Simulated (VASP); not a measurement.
# Pd in VASP: further runs

Aim: see how the results for Pd move with the level of theory and the settings. Levels: PBE+D3(BJ), PBE, RPBE. Tasks: relaxation of the atoms, single point.

All numbers are computed with VASP 6.6.1; they aren't measurements. Logs are shortened: lines on timing, memory, paths and dates and some standing lists are left out, and cuts for length are marked.

## (1) The slab as given

The cell holds a slab with vacuum, 16 atoms: a = 5.501 Å, b = 5.501 Å, c = 23.238 Å, α = 90.00°, β = 90.00°, γ = 60.00°.

The cell was built by a generator and needn't be a form met in nature.

## (2) Relaxation of the atoms, PBE+D3(BJ)

Contents of INCAR:

```
SYSTEM = Pd
ALGO = Normal ; EDIFF = 1E-6
EDIFFG = -0.03 ; ENCUT = 400
GGA = PE ; IBRION = 2
ISIF = 2 ; ISMEAR = 1
ISYM = 0 ; IVDW = 12
KPAR = 4 ; LASPH = .True.
LCHARG = .False. ; LREAL = Auto
LWAVE = .False. ; NELM = 80
NSW = 120 ; PREC = Accurate
SIGMA = 0.1
```

Contents of KPOINTS:

```
k-points
0
Gamma
  6 6 1
  0 0 0
```

Contents of POSCAR:

```
Pd
1.0
    5.5012907576      0.0000000000      0.0000000000
    2.7506453788      4.7642575497      0.0000000000
    0.0000000000      0.0000000000     23.2376776414
Pd
16
Selective dynamics
Direct
    0.0000000000      0.0000000000      0.1075839005  F F F
    0.5000000000      0.0000000000      0.1075839005  F F F
    0.0000000000      0.5000000000      0.1075839005  F F F
    0.5000000000      0.5000000000      0.1075839005  F F F
    0.1666666667      0.1666666667      0.2042326527  F F F
    0.6666666667      0.1666666667      0.2042326527  F F F
    0.1666666667      0.6666666667      0.2042326527  F F F
    0.6666666667      0.6666666667      0.2042326527  F F F
    0.8333333333      0.3333333333      0.3008814049  T T T
    0.3333333333      0.3333333333      0.3008814049  T T T
    0.8333333333      0.8333333333      0.3008814049  T T T
    0.3333333333      0.8333333333      0.3008814049  T T T
    0.0000000000      0.0000000000      0.3975301570  T T T
    0.5000000000      0.0000000000      0.3975301570  T T T
    0.0000000000      0.5000000000      0.3975301570  T T T
    0.5000000000      0.5000000000      0.3975301570  T T T
```

Potentials or basis: VASP PAW PBE potentials, release 64 (Pd).

Run with:

```bash
cat potpaw_PBE.64/Pd/POTCAR > POTCAR
mpirun -np 4 vasp_std > vasp.out
```

OUTCAR:

```text
SYSTEM = Pd
   EDIFF = 1E-6
   EDIFFG = -0.03
   ENCUT = 400
   GGA = PE
   IBRION = 2
   ISIF = 2
   ISMEAR = 1
   ISYM = 0
   IVDW = 12
   LASPH = .True.
   LREAL = Auto
   NELM = 80
   NSW = 120
   PREC = Accurate
 IVDW          = 12

 ion  position               nearest neighbor table
   1  0.000  0.000  0.108-   2 2.75   2 2.75   3 2.75   4 2.75   3 2.75   4 2.75   6 2.75   7 2.75
                             5 2.75
   2  0.500  0.000  0.108-   1 2.75   1 2.75   3 2.75   4 2.75   4 2.75   3 2.75   5 2.75   8 2.75
                             6 2.75
   3  0.000  0.500  0.108-   4 2.75   4 2.75   1 2.75   2 2.75   2 2.75   1 2.75   8 2.75   5 2.75
                             7 2.75
   4  0.500  0.500  0.108-   3 2.75   3 2.75   1 2.75   2 2.75   1 2.75   2 2.75   7 2.75   6 2.75
                             8 2.75
   5  0.167  0.167  0.204-   6 2.75   6 2.75   7 2.75   8 2.75   7 2.75   8 2.75  10 2.75   2 2.75
                             3 2.75   9 2.75   1 2.75  12 2.75
   6  0.667  0.167  0.204-   5 2.75   5 2.75   7 2.75   8 2.75   8 2.75   7 2.75   9 2.75   1 2.75
                             4 2.75   2 2.75  10 2.75  11 2.75
   7  0.167  0.667  0.204-   8 2.75   8 2.75   5 2.75   6 2.75   6 2.75   5 2.75  12 2.75   4 2.75
                             1 2.75  11 2.75   3 2.75  10 2.75
   8  0.667  0.667  0.204-   7 2.75   7 2.75   5 2.75   6 2.75   5 2.75   6 2.75  11 2.75   3 2.75
                             2 2.75   4 2.75  12 2.75   9 2.75
   9  0.833  0.333  0.301-  16 2.75  13 2.75  15 2.75  10 2.75  10 2.75  11 2.75  12 2.75  11 2.75
                            12 2.75   6 2.75   5 2.75   8 2.75
  10  0.333  0.333  0.301-  15 2.75  14 2.75  16 2.75   9 2.75   9 2.75  11 2.75  12 2.75  12 2.75
                            11 2.75   5 2.75   6 2.75   7 2.75
  11  0.833  0.833  0.301-  14 2.75  15 2.75  13 2.75  12 2.75  12 2.75   9 2.75  10 2.75  10 2.75
                             9 2.75   8 2.75   7 2.75   6 2.75
  12  0.333  0.833  0.301-  13 2.75  16 2.75  14 2.75  11 2.75  11 2.75   9 2.75  10 2.75   9 2.75
                            10 2.75   7 2.75   8 2.75   5 2.75
  13  0.000  0.000  0.398-  12 2.75   9 2.75  11 2.75  14 2.75  14 2.75  15 2.75  16 2.75  15 2.75
                            16 2.75
  14  0.500  0.000  0.398-  11 2.75  10 2.75  12 2.75  13 2.75  13 2.75  15 2.75  16 2.75  16 2.75
                            15 2.75
  15  0.000  0.500  0.398-  10 2.75  11 2.75   9 2.75  16 2.75  16 2.75  13 2.75  14 2.75  14 2.75
                            13 2.75
  16  0.500  0.500  0.398-   9 2.75  12 2.75  10 2.75  15 2.75  15 2.75  13 2.75  14 2.75  13 2.75
                            14 2.75

IMPORTANT INFORMATION: All symmetrisations will be switched off!
NOSYMM: (Re-)initialisation of all symmetry stuff for point group C_1.

----------------------------------------------------------------------------------------

                                     Primitive cell

  volume of cell :     609.0494

  direct lattice vectors                    reciprocal lattice vectors
     5.501290758  0.000000000  0.000000000     0.181775522 -0.104948147  0.000000000
     2.750645379  4.764257550  0.000000000     0.000000000  0.209896293  0.000000000
     0.000000000  0.000000000 23.237677641     0.000000000  0.000000000  0.043033560

  length of vectors
     5.501290758  5.501290758 23.237677641     0.209896293  0.209896293  0.043033560

  position of ions in fractional coordinates (direct lattice)
     0.000000000  0.000000000  0.107583901
     0.500000000  0.000000000  0.107583901
     0.000000000  0.500000000  0.107583901
     0.500000000  0.500000000  0.107583901
     0.166666667  0.166666667  0.204232653
     0.666666667  0.166666667  0.204232653
[... 8 lines left out ...]
     0.000000000  0.500000000  0.397530157
     0.500000000  0.500000000  0.397530157

  ion indices of the primitive-cell ions
   primitive index   ion index
                 1           1
                 2           2
                 3           3
                 4           4
                 5           5
                 6           6
[... 8 lines left out ...]
                15          15
                16          16

----------------------------------------------------------------------------------------

 KPOINTS: k-points

Automatic generation of k-mesh.
 Grid dimensions read from file:
 generate k-points for:    6    6    1

 Generating k-lattice:

  Cartesian coordinates                     Fractional coordinates (reciprocal lattice)
     0.030295920 -0.017491358  0.000000000     0.166666667  0.000000000  0.000000000
     0.000000000  0.034982716  0.000000000     0.000000000  0.166666667  0.000000000
     0.000000000  0.000000000  0.043033560     0.000000000  0.000000000  1.000000000

  Length of vectors
     0.034982716  0.034982716  0.043033560

  Shift w.r.t. Gamma in fractional coordinates (k-lattice)
     0.000000000  0.000000000  0.000000000

 Subroutine IBZKPT returns following result:
 ===========================================

 Found     20 irreducible k-points:

 Following reciprocal coordinates:
            Coordinates               Weight
  0.000000  0.000000  0.000000      1.000000
  0.166667  0.000000  0.000000      2.000000
  0.166667  0.166667  0.000000      2.000000
  0.000000  0.166667  0.000000      2.000000
  0.333333  0.000000  0.000000      2.000000
  0.333333  0.333333  0.000000      2.000000
[... 12 lines left out ...]
  0.500000 -0.333333  0.000000      2.000000
 -0.333333  0.333333  0.000000      2.000000
   k-points           NKPTS =     20   k-points in BZ     NKDIM =     20   number of bands    NBANDS=     96
   number of dos      NEDOS =    301   number of ions     NIONS =     16
   total plane-waves  NPLWV = 207360
   dimension x,y,z NGX =    36 NGY =   36 NGZ =  160
   dimension x,y,z NGXF=    72 NGYF=   72 NGZF=  320
   ions per type =              16
   NGX,Y,Z   is equivalent  to a cutoff of  10.88, 10.88, 11.45 a.u.
   NGXF,Y,Z  is equivalent  to a cutoff of  21.76, 21.76, 22.89 a.u.
 SYSTEM =  Pd
   PREC   = accura    normal or accurate (medium, high low for compatibility)
   ISTART =      0    job   : 0-new  1-cont  2-samecut
   ICHARG =      2    charge: 1-file 2-atom 10-const
   ISPIN  =      1    spin polarized calculation?
   LNONCOLLINEAR =      F non collinear calculations
   LSORBIT =      F    spin-orbit coupling
   LASPH  =      T    aspherical Exc in radial PAW
   ENCUT  =  400.0 eV  29.40 Ry    5.42 a.u.   8.97  8.97 37.89*2*pi/ulx,y,z
   NELM   =     80;   NELMIN=  2; NELMDL= -5     # of ELM steps
   EDIFF  = 0.1E-05   stopping-criterion for ELM
   LREAL  =      T    real-space projection
   EDIFFG = -.3E-01   stopping-criterion for IOM
   NSW    =    120    number of steps for IOM
   IBRION =      2    ionic relax: 0-MD 1-quasi-New 2-CG
   NFREE  =      1    steps in history (QN), initial steepest desc. (CG)
   ISIF   =      2    stress and relaxation
   ISYM   =      0    0-nonsym 1-usesym 2-fastsym
   POTIM  = 0.5000    time-step for ionic-motion
   TEBEG  =    0.0;   TEEND  =   0.0 temperature during run
   PSTRESS=    0.0 pullay stress
   NELECT =     160.0000    total number of electrons
   NUPDOWN=      -1.0000    fix difference up-down
   EMIN   =  10.00;   EMAX   =-10.00  energy-range for DOS
   EFERMI =   0.00;   METHOD = LEGACY
   ISMEAR =     1;   SIGMA  =   0.10  broadening in eV -4-tet -1-fermi 0-gaus
   EFERMI_NEDOS =   21; number of points for ismear=-14 and -15
   IALGO  =     38    algorithm
   IMIX   =      4    mixing-type and parameters
     AMIX     =   0.40;   BMIX     =  1.00
     AMIX_MAG =   1.60;   BMIX_MAG =  1.00
  volume/ion in A,a.u.               =      38.07       256.88
  Fermi-wavevector in a.u.,A,eV,Ry     =   1.048489  1.981357 14.957288  1.099330
  Thomas-Fermi vector in A             =   2.183413
   LORBIT       =      0    0 simple, 1 ext, 2 COOP (PROOUT), +10 PAW based schemes
   GGA     = PE    functional components
   LHFCALC =     F    Hartree Fock is set to
   AEXX    =    0.0000 exact exchange contribution
   IVDW    =    12    specifies the selected vdW correction
   LEPSILON=     F    determine dielectric tensor
   LRPA    =     F    only Hartree local field effects (RPA)
 conjugate gradient relaxation of ions
 non-spin polarized calculation
 Methfessel and Paxton  Order N= 1 SIGMA  =   0.10
  energy-cutoff  :      400.00
  volume of cell :      609.05
 maximum number of plane-waves:     11095
   NGX = 17   NGY = 17   NGZ = 75

--------------------------------------- Ionic step        1  -------------------------------------------

 number of electron     159.9999950 magnetization

 Free energy of the ion-electron system (eV)
  ---------------------------------------------------
  ext. energy  EPLUGINS =         0.00000000
  ---------------------------------------------------
  free energy    TOTEN  =       -78.99731134 eV

  energy without entropy =      -79.00444603  energy(sigma->0) =      -78.99968957

------------------------ aborting loop because EDIFF is reached ----------------------------------------

 Edisp (eV)   -8.01170

 E8    (eV) :    -3.6674

  FORCE on cell =-STRESS in cart. coord.  units (eV):
  Direction    XX          YY          ZZ          XY          YZ          ZX
  --------------------------------------------------------------------------------------
  -------------------------------------------------------------------------------------
  Total      -8.71270    -8.71264     1.03648    -0.00005    -0.00000    -0.00000
  in kB     -22.91981   -22.91964     2.72657    -0.00014    -0.00000    -0.00000
  external pressure =      -14.37 kB  Pullay stress =        0.00 kB
[... 89 lines left out ...]
  energy  without entropy=      -87.0201868650  energy(sigma->0) =      -87.01599261

--------------------------------------- Ionic step        3  -------------------------------------------

 number of electron     159.9999950 magnetization

 Free energy of the ion-electron system (eV)
  ---------------------------------------------------
  ext. energy  EPLUGINS =         0.00000000
  ---------------------------------------------------
  free energy    TOTEN  =       -79.00513727 eV

  energy without entropy =      -79.01103719  energy(sigma->0) =      -79.00710391

 E-fermi :   0.5329     XC(G=0):  -5.8564

 val. band max:        0.5191573756   @ k =   0.3333   0.3333   0.0000
 cond. band min:       0.5373135788   @ k =   0.3333   0.0000   0.0000
 fundamental gap:      0.0181562032
 Fermi energy:         0.5329347777

 k-point     1 :       0.0000    0.0000    0.0000
  band No.  band energies     occupation
      1      -6.0885      2.00000
      2      -4.9990      2.00000
      3      -4.5545      2.00000
      4      -4.5545      2.00000
      5      -4.5545      2.00000
      6      -4.5069      2.00000
[... 1889 lines left out ...]
     91       4.2446      0.00000
     92       4.2446      0.00000
 [bands above 92 left out]

------------------------ aborting loop because EDIFF is reached ----------------------------------------

 Edisp (eV)   -8.00925

 E8    (eV) :    -3.6663

  FORCE on cell =-STRESS in cart. coord.  units (eV):
  Direction    XX          YY          ZZ          XY          YZ          ZX
  --------------------------------------------------------------------------------------
  -------------------------------------------------------------------------------------
  Total      -8.84607    -8.84600     0.59095    -0.00006    -0.00000    -0.00000
  in kB     -23.27064   -23.27047     1.55458    -0.00015    -0.00001    -0.00001
  external pressure =      -15.00 kB  Pullay stress =        0.00 kB
[... 31 lines left out ...]
  FREE ENERGIE OF THE ION-ELECTRON SYSTEM (eV)
  ---------------------------------------------------
  free  energy   TOTEN  =       -87.0143877670 eV

  energy  without entropy=      -87.0202876865  energy(sigma->0) =      -87.01635441

 reached required accuracy - stopping structural energy minimisation
```

Run time: 11 min. Hardware: 4 MPI ranks of AMD EPYC 9R45 (Zen 5), shared host; peak memory 0.81 GiB.

Results:

```
Free energy                : -87.0144 eV
Energy gained by relaxing  : 0.3 meV/atom
Ionic steps                : 3
Band gap on the k mesh     : none (metal or under the smearing width)
Dispersion energy per atom : -0.501 eV
```

The path:
```csv
step,energy change (eV),largest force (eV/Å),pressure (GPa)
1,0.0000,0.1556,-1.44
2,-0.0049,0.1207,-1.48
3,-0.0054,0.1203,-1.50
```

Final structure:
```
Pd
1.0
     5.50129    0.00000    0.00000
     2.75065    4.76426    0.00000
     0.00000    0.00000   23.23768
Pd
16
Direct
  0.00000 0.00000 0.10758
  0.50000 0.00000 0.10758
  0.00000 0.50000 0.10758
  0.50000 0.50000 0.10758
  0.16667 0.16667 0.20423
  0.66667 0.16667 0.20423
  0.16667 0.66667 0.20423
  0.66667 0.66667 0.20423
  0.83333 0.33333 0.30043
  0.33333 0.33333 0.30043
  0.83333 0.83333 0.30043
  0.33333 0.83333 0.30043
  0.00000 0.00000 0.39789
  0.50000 0.00000 0.39789
  0.00000 0.50000 0.39789
  0.50000 0.50000 0.39789
```

Levels at points of the mesh, in eV from the Fermi level:
| k point | band 77 | band 78 | band 79 | band 80 | band 81 | band 82 |
| --- | --- | --- | --- | --- | --- | --- |
| (0.00, 0.00, 0.00) | 0.16 | 0.35 | 0.35 | 0.35 | 0.37 | 0.37 |
| (0.50, 0.00, 0.00) | -0.22 | -0.22 | 0.01 | 0.01 | 0.03 | 0.03 |
| (0.50, 0.50, 0.00) | -0.22 | -0.22 | 0.01 | 0.01 | 0.03 | 0.03 |
| (0.00, 0.50, 0.00) | -0.22 | -0.22 | 0.01 | 0.01 | 0.03 | 0.03 |

## (3) Single point, PBE

Contents of INCAR:

```
SYSTEM = Pd
PREC = Accurate
ENCUT = 400
EDIFF = 1E-6
ISMEAR = 1
SIGMA = 0.1
LREAL = Auto
LASPH = .TRUE.
NELM = 80
ALGO = Normal
ISIF = 2
LWAVE = .FALSE.
LCHARG = .FALSE.
GGA = PE
NBANDS = 94
ISYM = 0
KPAR = 4
```

Contents of KPOINTS:

```
Automatic mesh
0
G
  6 6 1
  0 0 0
```

Contents of POSCAR:

```
Pd                                      
1.0
    5.5012907576      0.0000000000      0.0000000000
    2.7506453788      4.7642575497      0.0000000000
    0.0000000000      0.0000000000     23.2376776414
  Pd            
    16
Selective dynamics
Direct
     0.0000000000000000    0.0000000000000000    0.1075839005000034   F   F   F
     0.5000000000000000    0.0000000000000000    0.1075839005000034   F   F   F
     0.0000000000000000    0.5000000000000000    0.1075839005000034   F   F   F
     0.5000000000000000    0.5000000000000000    0.1075839005000034   F   F   F
     0.1666666667000030    0.1666666667000030    0.2042326527000000   F   F   F
     0.6666666667000030    0.1666666667000030    0.2042326527000000   F   F   F
     0.1666666667000030    0.6666666667000030    0.2042326527000000   F   F   F
     0.6666666667000030    0.6666666667000030    0.2042326527000000   F   F   F
     0.8333333315112117    0.3333333330832043    0.3004269887803841   T   T   T
     0.3333333293467703    0.3333333291375395    0.3004269874241051   T   T   T
     0.8333333291891510    0.8333333286916105    0.3004269876631512   T   T   T
     0.3333333330945965    0.8333333318156751    0.3004269870401732   T   T   T
     0.0000000028692383    0.0000000035270699    0.3978890658754789   T   T   T
     0.5000000033873437    0.0000000025263058    0.3978890470072652   T   T   T
     0.0000000021697994    0.5000000030915305    0.3978890527687869   T   T   T
     0.5000000038621476    0.5000000027151505    0.3978890555399427   T   T   T
```

Potentials or basis: VASP PAW PBE potentials, release 64 (Pd).

Run with:

```bash
cat potpaw_PBE.64/Pd/POTCAR > POTCAR
mpirun -np 4 vasp_std > vasp.out
```

Wall time 7 min (4 MPI ranks of AMD EPYC 9R45 (Zen 5), shared host); peak memory 0.78 GiB.

Results (log left out):

* Free energy: -79.0051 eV
* Largest force: 0.297 eV/Å
* Band gap on the k mesh: none (metal or under the smearing width)

Forces in eV/Å, atoms in the order of the input:
```
Pd   0.000  0.000 -0.297
Pd   0.000  0.000 -0.297
Pd   0.000  0.000 -0.297
Pd   0.000  0.000 -0.297
Pd   0.000  0.000  0.016
Pd   0.000  0.000  0.016
Pd   0.000  0.000  0.016
Pd   0.000  0.000  0.016
Pd   0.000  0.000  0.088
Pd   0.000  0.000  0.088
Pd   0.000  0.000  0.088
Pd   0.000  0.000  0.088
Pd   0.000  0.000  0.193
Pd   0.000  0.000  0.193
Pd   0.000  0.000  0.193
Pd   0.000  0.000  0.193
```

Levels at points of the mesh, in eV from the Fermi level:
```
           k point  band 76  band 77  band 78  band 79  band 80  band 81  band 82  band 83
(0.00, 0.00, 0.00)     0.16     0.16     0.35     0.35     0.35     0.37     0.37     0.37
(0.50, 0.00, 0.00)    -0.41    -0.22    -0.22     0.01     0.01     0.03     0.03     0.20
(0.50, 0.50, 0.00)    -0.41    -0.22    -0.22     0.01     0.01     0.03     0.03     0.20
(0.00, 0.50, 0.00)    -0.41    -0.22    -0.22     0.01     0.01     0.03     0.03     0.20
```

## (4) Single point, RPBE

INCAR, as its differences from that of step 3:

```diff
@@ -13,3 +13,3 @@
 LCHARG = .FALSE.
-GGA = PE
+GGA = RP
 NBANDS = 94
```

KPOINTS is that of step 3.

POSCAR is that of step 3.

Run with:

```bash
cat potpaw_PBE.64/Pd/POTCAR > POTCAR
mpirun -np 4 vasp_std > vasp.out
```

Run time: 7.1 min. Hardware: 4 MPI ranks of AMD EPYC 9R45 (Zen 5), shared host; peak memory 0.77 GiB.

The run converged. Its results:

- Free energy: -70.0366 eV
- Largest force: 0.499 eV/Å
- Band gap on the k mesh: none (metal or under the smearing width)

Forces in eV/Å, atoms in the order of the input:
```
Pd   0.000  0.000 -0.499
Pd   0.000  0.000 -0.499
Pd   0.000  0.000 -0.499
Pd   0.000  0.000 -0.499
Pd   0.000  0.000  0.018
Pd   0.000  0.000  0.018
Pd   0.000  0.000  0.018
Pd   0.000  0.000  0.018
Pd   0.000  0.000  0.089
Pd   0.000  0.000  0.089
Pd   0.000  0.000  0.089
Pd   0.000  0.000  0.089
Pd   0.000  0.000  0.392
Pd   0.000  0.000  0.392
Pd   0.000  0.000  0.392
Pd   0.000  0.000  0.392
```

Levels at points of the mesh, in eV from the Fermi level:
```csv
k point,band 76,band 77,band 78,band 79,band 80,band 81,band 82,band 83
"(0.00, 0.00, 0.00)",0.16,0.16,0.35,0.35,0.35,0.37,0.37,0.37
"(0.50, 0.00, 0.00)",-0.42,-0.22,-0.22,0.00,0.00,0.03,0.03,0.20
"(0.50, 0.50, 0.00)",-0.42,-0.22,-0.22,0.00,0.00,0.03,0.03,0.20
"(0.00, 0.50, 0.00)",-0.42,-0.22,-0.22,0.00,0.00,0.03,0.03,0.20
```

Caveat: the PAW data sets were made with another functional, which shifts forces and pressure a little.

## (5) Overview

```tsv
task	level	cell	atoms held fixed (from 0)	gap on the mesh (eV)	largest force (eV/Å)
relaxation of the atoms	PBE+D3(BJ)	atoms relaxed	[0, 1, 2, 3, 4, 5, 6, 7]	none	-
single point	PBE	P3m1, 38.07 Å³/atom	-	none	0.30
single point	RPBE	P3m1, 38.07 Å³/atom	-	none	0.50
```

Alike in all rows: potentials or basis VASP PAW PBE potentials, release 64 (Pd); no spin polarisation; k mesh 6 × 6 × 1; cutoff (eV) 400; smearing methfessel-paxton 0.1 eV.

Caveats: the PAW data sets were made with another functional, which shifts forces and pressure a little (some runs).

Absolute energies hang on the potentials; compare differences alone.
